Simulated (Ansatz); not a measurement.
Elements on the sites of an ideal fluorite lattice, at a guessed lattice constant:

```yaml
crystal:
  lattice:
    - [5.32394, 2.66197, -2.66197]
    - [2.66197, 5.32394, 2.66197]
    - [5.32394, -2.66197, 2.66197]
  atoms:
    - { symbol: O, position: [0.45833, 0.33333, 0.62500] }
    - { symbol: O, position: [0.79167, 0.66667, 0.62500] }
    - { symbol: O, position: [0.95833, 0.33333, 0.12500] }
    - { symbol: O, position: [0.29167, 0.66667, 0.12500] }
    - { symbol: O, position: [0.62500, 0.00000, 0.12500] }
    - { symbol: O, position: [0.12500, 0.00000, 0.62500] }
    - { symbol: O, position: [0.37500, 0.00000, 0.87500] }
    - { symbol: O, position: [0.70833, 0.33333, 0.87500] }
    - { symbol: O, position: [0.87500, 0.00000, 0.37500] }
    - { symbol: O, position: [0.20833, 0.33333, 0.37500] }
    - { symbol: O, position: [0.54167, 0.66667, 0.37500] }
    - { symbol: O, position: [0.04167, 0.66667, 0.87500] }
    - { symbol: Sc, position: [0.33333, 0.33333, 0.00000] }
    - { symbol: Y, position: [0.50000, 0.00000, 0.50000] }
    - { symbol: Y, position: [0.16667, 0.66667, 0.50000] }
    - { symbol: Ta, position: [0.83333, 0.33333, 0.50000] }
    - { symbol: Ta, position: [0.00000, 0.00000, 0.00000] }
    - { symbol: Ta, position: [0.66667, 0.66667, 0.00000] }
```

Cell and atoms were relaxed without symmetry on coarser meshes and computed once more. Theory: Ansatz 0.2.0, DFT r2SCAN, scalar-relativistic, plane waves, PAW.

Cutoff 500 eV; k points 5×4×4 on the computed 18-atom cell (Γ-centred); Gaussian smearing, width 0.02 eV; no spin polarisation.

The relaxation ran on 2×2×1 (shifted) and then 4×3×3 k points with a smearing of 0.1 eV, from sites shaken by 0.02 Å.

Question: What does the relaxation give?

Answer: A volume of 11.39 Å³/atom and a gap on the mesh of 3.87 eV. The atoms leave their sites by 0.42 Å (root mean square) and 0.77 Å at most, and the cell stretches by up to 6.2 % at fixed volume.

```xyz
18
Lattice="5.2167 2.5302 -2.3919 2.7853 5.1905 2.8885 5.2153 -2.2775 2.6317" Properties=species:S:1:pos:R:3 pbc="T T T"
O     6.5878    1.3567    1.4074
O     9.7708    4.1420    2.0990
O     6.3176    4.0258   -0.9721
O     4.5275    3.7203    1.0137
O     3.6225    1.3246   -1.0649
O     6.3863    4.0183    4.1999
O     9.0156    3.7330    4.4590
O     8.9886    1.6953    1.2620
O     6.2817    1.5882   -1.2400
O     3.6926    1.3227    1.7159
O     7.0671    3.9401    1.4365
O     7.1599    1.5758    4.4723
Sc    2.8231    2.7431    0.3220
Y     7.9857    5.2246    3.0653
Y     5.3599    2.6520    2.7388
Ta    7.5670    2.5746    0.0205
Ta   10.1557    0.4474    0.3625
Ta    5.5700    5.2583    0.4948
```

Spin-orbit coupling is left out, which matters for the bands of heavy elements. An odd mesh misses points on the zone edge, so a gap read on it can be too wide.